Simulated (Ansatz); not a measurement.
An Ansatz (an electronic-structure program) run: ZnTe with a change (pressure 30 GPa); plane-wave PAW DFT at the r2SCAN level (Ansatz, 500 eV), scalar-relativistic without spin-orbit coupling.

Input:

Ansatz 0.2 input:
```yaml
crystal:
  lattice:
    - [0, 2.8653844911, 2.8653844911]
    - [2.8653844911, 0, 2.8653844911]
    - [2.8653844911, 2.8653844911, 0]
  atoms:
    - { symbol: Te, position: [0.25, 0.25, 0.25] }
    - { symbol: Zn, position: [0, 0, 0] }
basis: { ecutwfc: 500, ecutrho_ratio: 4, xc_grid: 4, fft_grid_basis: typed }
kpoints: { mp_grid: { grid: [9, 9, 9] } }
hamiltonian:
  xc: r2scan
  dispersion: none
  pseudopotentials: { kind: paw }
scf: { occupations: { method: fermi_dirac, width: 0.05 } }
relax: { f_tol: 0.01, max_steps: 60, cell: { stress_tol: 0.02, p_target: 30.0 } }
output: { forces: true, stress: true }
checkpoint: { write: state.ck, write_every: 1000 }
```

Output (explanatory and most iteration lines left out):

```
Relaxation: its limit of steps is 60 (relax.max_steps)
Pseudopotential: Te, paw, valence charge 16
Pseudopotential: Zn, paw, valence charge 12
Crystal: 2 atoms, lattice volume = 47.052 Å³
Basis set: ecut = 500 eV, 1243 PW (Γ), exchange–correlation on 120×120×120 points (64 copies of the dense FFT grid, shifted against one another)
Bands: 18, of which v1, the nominal top of the filled ones, is band 14 counted from 1 (13 counted from 0)
Symmetry: 24 space group operations
Space group: F-43m (ITA 216), of the structure as read, at distance tolerance 3.6e-5 Å
k-points: 35 of 729 (time reversal used)
Functional: x = r2scan, c = r2scan; τ floored in thin density (d = 2e-4 eV/Å³)
SCF iter   1: F=—  HF=-10321.229344 eV  |F-HF|=—  |Δ(HF+E_count)|=         —  Δρ=1.29e-2  dr2=3.95e-2  dr2_τ=4.54e-3  ethr=1.77e-3  ⟨swp⟩=5.7  Hψ=3433  notcnv=0
SCF iter   2: F=—  HF=-10321.241034 eV  |F-HF|=—  |Δ(HF+E_count)|=   1.17e-2  Δρ=4.49e-3  dr2=9.09e-3  dr2_τ=1.95e-4  ethr=1.41e-4  ⟨swp⟩=2.5  Hψ=1367  notcnv=0
SCF 1 converged in 7 iterations: F = -10321.235994 eV  dr2 = 1.44e-9
relax step   1: F+E_penalty+E_count = -10321.23599374 eV  Δ(F+E_penalty+E_count) = +0.000e0 eV  max|allowed force component| = 1.376e-16 eV/Å  Δτ_max = 0.0000 Å  P = +14.984 GPa  Ω = 47.052 Å³  (7 SCF iters, dr2 threshold 1.00e-7 eV, accepted)
[... steps on the carried basis left out ...]
relax step   8: F+E_penalty+E_count = -10320.57228591 eV  Δ(F+E_penalty+E_count) = -1.146e-10 eV  max|allowed force component| = 2.920e-17 eV/Å  Δτ_max = 0.0000 Å  P = +30.000 GPa  Ω = 42.185 Å³  stress off target by 5.21e-5 GPa  SCF on the basis re-selected at this cell (its energy is not comparable with the rows above)  (5 SCF iters)
SCF converged after 5 iterations
Free energy (F): -10320.572286 eV
Internal energy: -10320.572286 eV  (E = F + TS)
E sigma→0 (E₀):  -10320.572286 eV
Fermi energy:    12.453082 eV
--- Forces (eV/Å), atoms counted from 1 ---
  atom   1  Te    -0.00000000     0.00000000     0.00000000
  atom   2  Zn    -0.00000000    -0.00000000    -0.00000000
--- Stress (GPa, compression-positive) ---
       30.000052       0.000000       0.000000
        0.000000      30.000052       0.000000
        0.000000       0.000000      30.000052
  P = ⅓ Tr σ = 30.0001 GPa (300.001 kbar)
--- Relaxed structure (6 steps of the walk, 6 accepted, 2 SCFs on fresh bases) ---
  cell:  # Å, volume = 42.1849 Å³
    - [2.5429141741514322e-33, 2.762966187053628, 2.762966187053628]
    - [2.762966187053628, 1.0342811610362485e-32, 2.762966187053628]
    - [2.762966187053628, 2.762966187053628, 1.1556147075047522e-32]
  atoms:
    - { symbol: Te, position: [0.24999999999999997, 0.24999999999999997, 0.24999999999999997] }
    - { symbol: Zn, position: [-3.5724763304595725e-33, 3.561274052892233e-33, 2.0846738410472084e-33] }
```

Spin-orbit coupling, missing from the scalar runs, can matter with Te. Load acts through the strain it causes; cell and atoms are relaxed under it. Whether these cells are dynamically stable was not tested. Measured, ZnTe leaves this structure (for cinnabar) near 9.5 GPa (temperature not stated; as listed in Datta, Sujoy, Jana, Debnarayan, arXiv (2020)), on rising pressure, with hysteresis. The cell was made from ZnTe in the zinc blende structure (space group F-43m, No. 216) by this change: pressure 30 GPa.
